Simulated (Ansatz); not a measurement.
# Tension, energy and conductance of a linear carbon chain under axial strain, PBE and PBEsol

A carbon chain whose bonds are all kept equal pulls back with more than 15 nN when stretched by a fifth, yet it conducts exactly as well as the relaxed chain. Force and conductance both come from the valence electrons, so it is not obvious why one should respond so strongly and the other not at all. The question matters for atomic wires drawn between contacts, where strain is hard to avoid, although the bonds of a real wire are free to become unequal.

The tension, the energy per atom and the ballistic conductance are calculated here for a uniform chain at fixed multiples of its relaxed period. Energies are measured from the relaxed chain at the same level. Tension is positive when the chain pulls inwards, and conductance is given in units of $G_0 = 2e^2/h$ with both spins counted.

## Computational details

A free-standing linear chain of C. Its period was relaxed at each level, then set to fixed multiples of the relaxed value; one atom a cell, so the chain cannot pair up or buckle. Plane-wave density functional theory with Ansatz 0.2.0, PAW datasets, scalar-relativistic unless a column says otherwise. The chain runs along z in a box of 7.5 x 7.5 angstrom across, with one k point across; along the chain the number of k points times the cell length is 80 to 82 angstrom. Fermi-Dirac occupations of width 0.05 eV. Wave cutoff 420 eV (PBE), 420 eV (PBEsol). Collinear spin, each period started afresh from the same moments. Channels by layer matching. Energies are values extrapolated to zero smearing; small differences can differ up to twofold from those of the free energies.

Notes on method and selection:

- Every run starts from one magnetic guess, so a lower magnetic state may exist.
- Free-standing monatomic chains are model structures; they are stationary only within the symmetry and cell that were kept, and some have two minima in the period.
- The conductance is the ballistic Landauer value of the perfect chain, averaged with the Fermi function at 300 K, both spins; it is a whole or half number of G0 unless a band edge lies within about 0.1 eV of the Fermi level, where it follows the smearing and the mesh.
- A uniformly stretched chain past the largest tension is unstable to breaking at one bond.
- Runs whose transmission exceeds the number of channels of the lead are not listed.
- Runs that did not converge, have known faults or may not be shown are not listed, and runs on Ansatz's PAW sets soft_1 and soft_2 are kept to separate tables.

Columns:

- stretch ratio: period over the relaxed period at the same level.
- bond (Å): nearest-neighbour distance.
- energy (eV/atom): energy per atom over that at the relaxed period, same level and start.
- tension (nN): tension along the chain from the stress times the box cross-section, positive when the chain pulls inwards.
- conductance (G₀): ballistic conductance of the perfect chain at 300 K, both spins, G0 = 2e^2/h.

Input lines of one member:

```
crystal:
  lattice:
    - [7.5, 0.0, 0.0]
    - [0.0, 7.5, 0.0]
    - [0.0, 0.0, 1.3338]
  atoms:
    - { symbol: C, position: [0.5, 0.5, 0.0], spin: 0.3 }
magnetization:
  spin_polarized: true
kpoints:
  mp_grid: { grid: [1, 1, 60] }
scf:
  occupations: { method: fermi_dirac, width: 0.05 }
hamiltonian:
  xc: pbe
output:
  transmission:
    e_range: [-2, 2]
    de: 0.035
    kmesh: [1, 1]
    reduced_basis: true
    leads: [[0, 0]]
  stress: true
# excerpt: file-writing keys are left out
```

Command (options for logging and memory left out): `ansatz run input.yaml --threads 4`

## Table of results

| member | level | stretch ratio | bond (Å) | energy (eV/atom) | tension (nN) | conductance (G₀) | remark |
| --- | --- | --- | --- | --- | --- | --- | --- |
| ratio 0.88 | PBE | 0.88 | 1.129 | 1.207 | −28.95 | 2.00 |  |
| ratio 0.92 | PBE | 0.92 | 1.180 | 0.488 | −16.68 | 2.00 |  |
| ratio 0.96 | PBE | 0.96 | 1.231 | 0.110 | −7.21 | 2.00 |  |
| ratio 1 | PBE | 1.00 | 1.283 | 0.000 | 0.00 | 2.00 |  |
| ratio 1.04 | PBE | 1.04 | 1.334 | 0.094 | 5.43 | 2.00 |  |
| ratio 1.08 | PBE | 1.08 | 1.385 | 0.328 | 9.48 | 2.00 |  |
| ratio 1.13 | PBE | 1.13 | 1.449 | 0.789 | 12.91 | 2.00 |  |
| ratio 1.2 | PBE | 1.20 | 1.539 | 1.598 | 15.59 | 2.00 | PBE: the state changes abruptly beside this step |
| ratio 1.3 | PBE | 1.30 | 1.667 | 2.807 | 11.93 | 3.00 | PBE: the state changes abruptly beside this step |
| ratio 0.88 | PBEsol | 0.88 | 1.127 | 1.210 | −29.05 | 2.00 |  |
| ratio 0.92 | PBEsol | 0.92 | 1.179 | 0.489 | −16.75 | 2.00 |  |
| ratio 0.96 | PBEsol | 0.96 | 1.230 | 0.104 | −7.23 | 2.00 |  |
| ratio 1 | PBEsol | 1.00 | 1.281 | 0.000 | 0.00 | 2.00 |  |
| ratio 1.04 | PBEsol | 1.04 | 1.332 | 0.092 | 5.47 | 2.00 |  |
| ratio 1.08 | PBEsol | 1.08 | 1.384 | 0.330 | 9.55 | 2.00 |  |
| ratio 1.13 | PBEsol | 1.13 | 1.448 | 0.794 | 13.03 | 2.00 |  |
| ratio 1.2 | PBEsol | 1.20 | 1.537 | 1.609 | 15.78 | 2.00 | PBEsol: the state changes abruptly beside this step |
| ratio 1.3 | PBEsol | 1.30 | 1.665 | 2.850 | 12.70 | 3.00 | PBEsol: the state changes abruptly beside this step |

## Why the values move as they do

The chain resists compression more strongly than extension. At PBE a change of 8 % costs 16.68 nN inwards but only 9.48 nN outwards. The tension rises up to ratio 1.20 and is lower at 1.30, while the energy grows on both sides of the relaxed period. The conductance is 2.00 $G_0$ in every row up to 1.20 and 3.00 $G_0$ at 1.30.

The constant value follows from band filling. Of the four valence electrons per atom, two fill a σ band and two half-fill a degenerate pair of π bands. Each π band gives one channel. Strain changes the width of these bands but not the number that cross the Fermi level.

A model for the force needs three assumptions.

1. The energy per atom depends only on the length of its one bond, and the same bands stay occupied. Let $s$ be the stretch ratio minus one.
2. The attraction follows the hopping between neighbours, which decays as $u = e^{-\beta s}$. The repulsion comes from orbital overlap times hopping and so decays as $u^2$. Hence $E = Bu^2 - Cu + \text{const}$.
3. The tension vanishes at $s = 0$, which requires $C = 2B$.

Measured from the relaxed chain, the energy is then

$$E = B(1-u)^2 .$$

The tension is the derivative with respect to the period $a = a_0(1+s)$:

$$F = \frac{1}{a_0}\frac{dE}{ds} = K\,u(1-u), \qquad K = \frac{2\beta B}{a_0} .$$

This is the Morse form. Its two free parameters are $\beta$, which sets the asymmetry, and $K$, which sets the scale of force. $B$ describes the bonded chain and is not its energy of separation into atoms, because the occupation of the bands changes on the way.

For equal strains of opposite sign the model gives

$$\frac{F(-s)}{F(s)} = -e^{3\beta s},$$

so the greater resistance to compression has the same origin as the weakening of the bond under tension: repulsion varies faster with distance than attraction.

## The model against the table

The constants are fixed on the PBE tensions of ratio 0.92 and ratio 1.08, with the relaxed chain as origin. The quotient of the two tensions gives $\beta$:

$\beta$ = ln(16.68 / 9.48) / (3 × 0.08) = 2.354

At ratio 1.08, $u$ = exp(−2.354 × 0.08) = 0.8283, so that

$K$ = 9.48 / (0.8283 × (1 − 0.8283)) = 66.7 nN

Four other members follow without further adjustment.

- **Ratio 0.88:** $u$ = exp(2.354 × 0.12) = 1.3264, and $F$ = 66.7 × 1.3264 × (1 − 1.3264) = −28.88 nN. The table has −28.95 nN.
- **Ratio 1.13:** $u$ = exp(−2.354 × 0.13) = 0.7364, and $F$ = 66.7 × 0.7364 × (1 − 0.7364) = 12.95 nN. The table has 12.91 nN.
- **Ratio 1.20:** $u$ = exp(−2.354 × 0.20) = 0.6245, and $F$ = 66.7 × 0.6245 × (1 − 0.6245) = 15.64 nN. The table has 15.59 nN.
- **Ratio 1.30:** $u$ = exp(−2.354 × 0.30) = 0.4935, and $F$ = 66.7 × 0.4935 × (1 − 0.4935) = 16.67 nN. The table has 11.93 nN.

The energies were not used in the fit. Since the tension is the slope of the energy, they check that the two columns agree with each other and are not an independent test of the model. With $E = K a_0 (1-u)^2 / (2\beta)$ and 1 eV/Å = 1.602 nN, ratio 1.20 gives

$E$ = 66.7 × 1.283 × (1 − 0.6245)² / (2 × 2.354 × 1.602) = 1.60 eV per atom

against 1.598 in the table.

Over the PBE rows up to 1.20 that were not used in the fit, the typical miss in tension is about 0.04 nN, whereas the PBE tensions scatter about their mean by roughly 12 nN. The same two constants reproduce the PBEsol tensions up to 1.20 to within 0.2 nN.

## Where the trend breaks

The model fails at ratio 1.30. There the PBE tension is 11.93 nN against 16.67 nN from the formula, a departure of 11.93 − 16.67 = −4.74 nN, and the energy is 0.10 eV per atom below the model. PBEsol shows the same failure, with 12.70 nN.

The assumption that breaks is the fixed set of occupied bands, since the conductance shows a third channel in these rows. The likely newcomer is the upper, antibonding σ band, whose lower edge falls as the bond lengthens. Electrons that enter it gain energy from further stretching, which reduces $dE/da$ and hence the tension, as the sign of the departure requires.

Magnetism is not the main cause. The PBE chain keeps a small moment at this ratio, but the PBEsol chain has none and its tension drops as well.

## Conclusions and limits

From ratio 0.88 to 1.20, two constants describe both tension and energy of the uniform chain, and its conductance stays at two π channels. The description ends where a third channel opens. The uniform chain at 1.30, already past the largest tension, is also unstable to breaking at one bond. That does not make the rows at smaller stretch stable, because a cell of one atom cannot test whether the bonds would stay equal.

The largest omitted effect on the conductance is the alternation of short and long bonds, which a cell of one atom forbids. It opens a gap in the half-filled π bands. Once that gap is well above the thermal energy, the conductance of a long chain falls from 2 $G_0$ towards zero, a larger change than the 1 $G_0$ spanned by the table. 

Alternation also affects the force. Stretching favours it, so once it sets in, the energy it gains grows with the period. This makes the energy rise less steeply, and the tension is then lower than that of the uniform chain at the same period. The 15.59 nN at ratio 1.20 is therefore the tension of a chain held uniform and not the strength of a free one, which may break at a smaller stretch. The table holds no chain with alternating bonds, so it gives neither the breaking force nor the breaking strain of a real chain.

[Logs are printed without paths, hosts, clocks, repeated set-up lines and the standing remarks that a program may print on its own settings, such as how far it seeks lower states.]
